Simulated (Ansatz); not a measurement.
## SiNi3: equation of state with PBE

The system is SiNi3.

```
CELL_PARAMETERS angstrom
3.54200 0.00000 0.00000
0.00000 3.54200 0.00000
0.00000 0.00000 3.54200
ATOMIC_POSITIONS crystal
Ni 0.50000 0.50000 0.00000
Ni 0.50000 0.00000 0.50000
Ni 0.00000 0.50000 0.50000
Si 0.00000 0.00000 0.00000
```

```json
{
 "Program": "Ansatz 0.2.0",
 "Task": "equation of state",
 "Functional": "PBE",
 "Potentials or basis": "all-electron LAPW, scalar-relativistic",
 "Basis error allowed": "0.001 eV/atom",
 "k mesh": "8 × 8 × 8",
 "Occupations": "fermi-dirac, width 0.05 eV",
 "Spin": "collinear spin, ferromagnetic start",
 "Starting moments": "[1.0, 1.0, 1.0, 0.0] μB"
}
```

| Property | Result |
| --- | --- |
| Equilibrium volume | 10.78 Å³/atom |
| Bulk modulus | 213 GPa |
| Pressure derivative of the bulk modulus | 4.8 |

Energy against volume, from the lowest point:
```tsv
volume (Å³/atom)	energy (meV/atom)
10.443	6.57
10.665	0.04
10.887	0.00
11.109	5.72
11.331	16.53
11.554	31.89
11.776	51.26
```

All runs of the series together: 2.5 min on 4 threads of Arm Neoverse V1, on a shared host.

Caveat: the starting moments weren't kept.
